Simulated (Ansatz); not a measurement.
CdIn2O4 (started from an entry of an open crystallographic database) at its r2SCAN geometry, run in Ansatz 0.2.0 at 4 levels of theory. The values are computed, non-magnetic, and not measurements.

The LDA input:
```yaml
crystal:
  lattice:
    - [0.0, 4.600362849, 4.600362849]
    - [4.600362849, 0.0, 4.600362849]
    - [4.600362849, 4.600362849, 0.0]
  atoms:
    - { symbol: Cd, position: [0.0, 0.0, 0.0] }
    - { symbol: Cd, position: [0.25, 0.25, 0.25] }
    - { symbol: In, position: [0.625, 0.625, 0.625] }
    - { symbol: In, position: [0.125, 0.625, 0.625] }
    - { symbol: In, position: [0.625, 0.625, 0.125] }
    - { symbol: In, position: [0.625, 0.125, 0.625] }
    - { symbol: O, position: [0.8618762711, 0.8618762711, 0.8618762711] }
    - { symbol: O, position: [0.8356288134, 0.3881237289, 0.3881237289] }
    - { symbol: O, position: [0.8618762711, 0.8618762711, 0.4143711866] }
    - { symbol: O, position: [0.3881237289, 0.8356288134, 0.3881237289] }
    - { symbol: O, position: [0.4143711866, 0.8618762711, 0.8618762711] }
    - { symbol: O, position: [0.3881237289, 0.3881237289, 0.3881237289] }
    - { symbol: O, position: [0.8618762711, 0.4143711866, 0.8618762711] }
    - { symbol: O, position: [0.3881237289, 0.3881237289, 0.8356288134] }
kpoints:
  mp_grid: { grid: [6, 6, 6] }
  band_path:
    path:
      - [0.0, 0.0, 0.0]
      - [0.5, 0.0, 0.5]
      - [0.625, 0.25, 0.625]
      - [0.375, 0.375, 0.75]
      - [0.5, 0.5, 0.5]
      - [0.5, 0.25, 0.75]
      - [0.0, 0.0, 0.5]
    npoints: 1
hamiltonian:
  xc: lda
scf:
  occupations: { method: fixed }
  n_extra_bands: 7
output:
  forces: true
  stress: true
  eigenvalues: true
  write_density: true
  write_potential: true
  elf: true
  volumetric_format: npy
```

Main results, then, where recorded, the levels near the gap in eV from the Fermi energy (columns number the bands from 0), one row a point of the path (Γ, X, U, K, L, W, L):
```
Crystal: 14 atoms, lattice volume = 194.718 Å³
Symmetry: 48 space group operations
Space group: Fd-3m (ITA 227)
```
```
Basis set: ecut = 420 eV, 3839 PW (Γ)
Bands: 77, of which v1, the nominal top of the filled ones, is band 70 counted from 1 (69 counted from 0)
k-points: 16 of 216
Free energy (F): -42507.138757 eV
Fermi energy:    8.122867 eV
--- Forces (eV/Å), atoms counted from 1 ---
  atom   1  Cd      0.00000      0.00000      0.00000
  atom   2  Cd      0.00000      0.00000      0.00000
  atom   3  In      0.00000      0.00000      0.00000
  atom   4  In      0.00000      0.00000      0.00000
  atom   5  In      0.00000      0.00000      0.00000
  atom   6  In      0.00000      0.00000      0.00000
  atom   7  O       0.01353      0.01353      0.01353
  atom   8  O     -0.01353      0.01353      0.01353
  atom   9  O     -0.01353    -0.01353      0.01353
  atom  10  O       0.01353    -0.01353      0.01353
  atom  11  O       0.01353    -0.01353    -0.01353
  atom  12  O     -0.01353    -0.01353    -0.01353
  atom  13  O     -0.01353      0.01353    -0.01353
  atom  14  O       0.01353      0.01353    -0.01353
--- Stress (GPa, compression-positive) ---
       -5.020112       0.000000       0.000000
        0.000000      -5.020112       0.000000
        0.000000       0.000000      -5.020112
  P = ⅓ Tr σ = -5.0201 GPa (-50.201 kbar)
```
```tsv
band_65	band_66	band_67	band_68	band_69	band_70	band_71	band_72
-0.100	-0.100	-0.100	-0.055	-0.055	0.930	4.888	5.523
-0.720	-0.218	-0.218	-0.077	-0.077	4.410	4.410	5.876
-0.606	-0.518	-0.379	-0.199	-0.015	4.604	4.612	4.740
-0.606	-0.518	-0.379	-0.199	-0.015	4.604	4.612	4.740
-0.337	-0.314	-0.314	0.000	0.000	3.631	3.787	5.777
-0.685	-0.577	-0.577	-0.130	-0.130	4.790	4.790	5.005
-0.337	-0.314	-0.314	0.000	0.000	3.631	3.787	5.777
```

LDA gives an indirect gap of 0.93 eV, from L to Γ; the least direct gap is 0.98 eV at Γ.

PBE+SOC. Against the first input these blocks differ (the band path and keys that only write files left aside):
```yaml
hamiltonian:
  xc: pbe
scf:
  occupations: { method: fermi_dirac, width: 0.02 }
  n_extra_bands: 14
magnetization:
  noncollinear: true
  spin_orbit: true
```

```
Basis set: ecut = 420 eV, 3839 PW (Γ)
Bands: 154, of which v1, the nominal top of the filled ones, is band 140 counted from 1 (139 counted from 0)
k-points: 16 of 216
Free energy (F): -43453.011478 eV
Fermi energy:    9.117752 eV
--- Forces (eV/Å), atoms counted from 1 ---
  atom   1  Cd      0.00000      0.00000      0.00000
  atom   2  Cd      0.00000      0.00000      0.00000
  atom   3  In      0.00000      0.00000      0.00000
  atom   4  In      0.00000      0.00000      0.00000
  atom   5  In      0.00000      0.00000      0.00000
  atom   6  In      0.00000      0.00000      0.00000
  atom   7  O       0.11275      0.11275      0.11275
  atom   8  O     -0.11275      0.11275      0.11275
  atom   9  O     -0.11275    -0.11275      0.11275
  atom  10  O       0.11275    -0.11275      0.11275
  atom  11  O       0.11275    -0.11275    -0.11275
  atom  12  O     -0.11275    -0.11275    -0.11275
  atom  13  O     -0.11275      0.11275    -0.11275
  atom  14  O       0.11275      0.11275    -0.11275
--- Stress (GPa, compression-positive) ---
        5.373568       0.000000       0.000000
        0.000000       5.373568       0.000000
        0.000000       0.000000       5.373568
  P = ⅓ Tr σ = 5.3736 GPa (53.736 kbar)
```

With PBE+SOC the valence top lies at L and the conduction bottom at Γ, 1.06 eV higher; the smallest vertical gap, at Γ, is 1.12 eV. The mean pressure at these positions is +5.37 GPa, compression counted positive.

r2SCAN. Against the first input these blocks differ (the band path and keys that only write files left aside):
```yaml
hamiltonian:
  xc: r2scan
```

```
Basis set: ecut = 500 eV, 4957 PW (Γ)
Bands: 77, of which v1, the nominal top of the filled ones, is band 70 counted from 1 (69 counted from 0)
k-points: 16 of 216
Free energy (F): -43535.268786 eV
Fermi energy:    8.154226 eV
--- Forces (eV/Å), atoms counted from 1 ---
  atom   1  Cd      0.00000      0.00000      0.00000
  atom   2  Cd      0.00000      0.00000      0.00000
  atom   3  In      0.00000      0.00000      0.00000
  atom   4  In      0.00000      0.00000      0.00000
  atom   5  In      0.00000      0.00000      0.00000
  atom   6  In      0.00000      0.00000      0.00000
  atom   7  O       0.00017      0.00017      0.00017
  atom   8  O     -0.00017      0.00017      0.00017
  atom   9  O     -0.00017    -0.00017      0.00017
  atom  10  O       0.00017    -0.00017      0.00017
  atom  11  O       0.00017    -0.00017    -0.00017
  atom  12  O     -0.00017    -0.00017    -0.00017
  atom  13  O     -0.00017      0.00017    -0.00017
  atom  14  O       0.00017      0.00017    -0.00017
--- Stress (GPa, compression-positive) ---
        0.008113       0.000000       0.000000
        0.000000       0.008113       0.000000
        0.000000       0.000000       0.008113
  P = ⅓ Tr σ = 0.0081 GPa (0.081 kbar)
```
```tsv
band_65	band_66	band_67	band_68	band_69	band_70	band_71	band_72
-0.104	-0.104	-0.104	-0.065	-0.065	1.568	5.800	6.380
-0.710	-0.189	-0.189	-0.083	-0.083	5.067	5.067	6.672
-0.593	-0.480	-0.359	-0.203	-0.011	5.255	5.288	5.457
-0.593	-0.480	-0.359	-0.203	-0.011	5.255	5.288	5.457
-0.345	-0.289	-0.289	0.000	0.000	4.298	4.421	6.582
-0.675	-0.536	-0.536	-0.130	-0.130	5.454	5.454	5.742
-0.345	-0.289	-0.289	0.000	0.000	4.298	4.421	6.582
```

r2SCAN gives an indirect gap of 1.57 eV, from L to Γ; the least direct gap is 1.63 eV at Γ. The mean stress is close to zero (0.01 GPa).

HSE06. Against the first input these blocks differ (the band path and keys that only write files left aside):
```yaml
kpoints:
  mp_grid: { grid: [4, 4, 4] }
hamiltonian:
  xc: hse06
```

```
Basis set: ecut = 420 eV, 3839 PW (Γ)
Bands: 77, of which v1, the nominal top of the filled ones, is band 70 counted from 1 (69 counted from 0)
k-points: 8 of 64
Exchange kernel: α = 0.2500, screened, ω = 0.2079 Å⁻¹, Wigner–Seitz truncation, v(0) = 1046.8488 eV·Å³, q-mesh 4×4×4
hybrid outer 1: dexx = +7.609e-2 eV, tail = 1.68e-4 eV
hybrid outer 2: dexx = +2.120e-6 eV, tail = 7.63e-8 eV, Δε = 3.10e-3 eV, ΔF = 2.40e-3 eV/Å
Free energy (F): -43461.533973 eV
Fermi energy:    7.437973 eV
--- Forces (eV/Å), atoms counted from 1 ---
  atom   1  Cd      0.00000      0.00000      0.00000
  atom   2  Cd      0.00000      0.00000      0.00000
  atom   3  In      0.00000      0.00000      0.00000
  atom   4  In      0.00000      0.00000      0.00000
  atom   5  In      0.00000      0.00000      0.00000
  atom   6  In      0.00000      0.00000      0.00000
  atom   7  O     -0.04037    -0.04037    -0.04037
  atom   8  O       0.04037    -0.04037    -0.04037
  atom   9  O       0.04037      0.04037    -0.04037
  atom  10  O     -0.04037      0.04037    -0.04037
  atom  11  O     -0.04037      0.04037      0.04037
  atom  12  O       0.04037      0.04037      0.04037
  atom  13  O       0.04037    -0.04037      0.04037
  atom  14  O     -0.04037    -0.04037      0.04037
--- Stress (GPa, compression-positive) ---
       -0.626934       0.000000       0.000000
        0.000000      -0.626934       0.000000
        0.000000       0.000000      -0.626934
  P = ⅓ Tr σ = -0.6269 GPa (-6.269 kbar)
```
```tsv
band_65	band_66	band_67	band_68	band_69	band_70	band_71	band_72
-0.107	-0.107	-0.107	-0.080	-0.080	2.527	6.858	7.423
-0.759	-0.193	-0.193	-0.091	-0.091	6.145	6.145	7.844
-0.629	-0.499	-0.374	-0.216	-0.010	6.367	6.381	6.522
-0.629	-0.499	-0.374	-0.216	-0.010	6.367	6.381	6.522
-0.361	-0.293	-0.293	0.000	0.000	5.315	5.479	7.745
-0.718	-0.552	-0.552	-0.138	-0.138	6.579	6.579	6.823
-0.361	-0.293	-0.293	0.000	0.000	5.315	5.479	7.745
```

HSE06 gives an indirect gap of 2.53 eV, from L to Γ; the least direct gap is 2.61 eV at Γ. The mean pressure at these positions is -0.6 GPa, compression counted positive. The stress of a hybrid is loosely converged here.

Small level splittings and stresses of the hybrids carry the error of their coarser meshes.

Totals of different functionals, or with and without spin-orbit coupling, can't be compared.

Only the levels marked +SOC include spin-orbit coupling.

The meshes of the hybrids are coarse, so their gaps aren't converged to the digits shown.
